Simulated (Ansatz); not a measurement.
Wanted: the native input for an Ansatz 0.2.0 run.

```yaml
Task: single point
Functional: PBE
Potentials_or_basis: all-electron LAPW, scalar-relativistic
Cutoff: 278 eV (chosen from the basis error)
Basis_error_allowed: 0.001 eV/atom
k_mesh: 8 × 8 × 8
Occupations: gaussian, width 0.022 eV
Spin: no spin polarisation
```

The system is GaSb.

```
CELL_PARAMETERS angstrom
0.00000 3.05900 3.05900
3.05900 0.00000 3.05900
3.05900 3.05900 0.00000
ATOMIC_POSITIONS crystal
Sb 0.75000 0.75000 0.75000
Ga 0.00000 0.00000 0.00000
```

These files were run (other wordings do the same):

input.yaml

```yaml
crystal:
  lattice:
    - [0.0, 3.059, 3.059]
    - [3.059, 0.0, 3.059]
    - [3.059, 3.059, 0.0]
  atoms:
    - { symbol: Sb, position: [0.75, 0.75, 0.75] }
    - { symbol: Ga, position: [0.0, 0.0, 0.0] }
kpoints:
  mp_grid: { grid: [8, 8, 8] }
scf:
  occupations: { method: gaussian, width: 0.022 }
hamiltonian:
  xc: pbe
  pseudopotentials: { kind: all_electron, lapw: { basis_error: 0.001 } }
output:
  forces: true
  stress: true
  eigenvalues: true
```

Potentials or basis: all-electron LAPW, scalar-relativistic.

Launch:

```bash
$ ansatz run input.yaml --threads 1 --pin off --max-ram 3072MiB --backend cpu --events-out ev --progress --plain --runs-dir out
```

It gave:

| Item | Value |
| --- | --- |
| Pressure | 2.3 GPa |
| Band gap on the k mesh | 0.04 eV, direct |

Caveat: spin-orbit coupling is left out, which moves the levels of the heavy elements.

It took 13 s on 1 thread of Arm Neoverse V2, with other jobs on the host, peak memory 0.3 GiB.
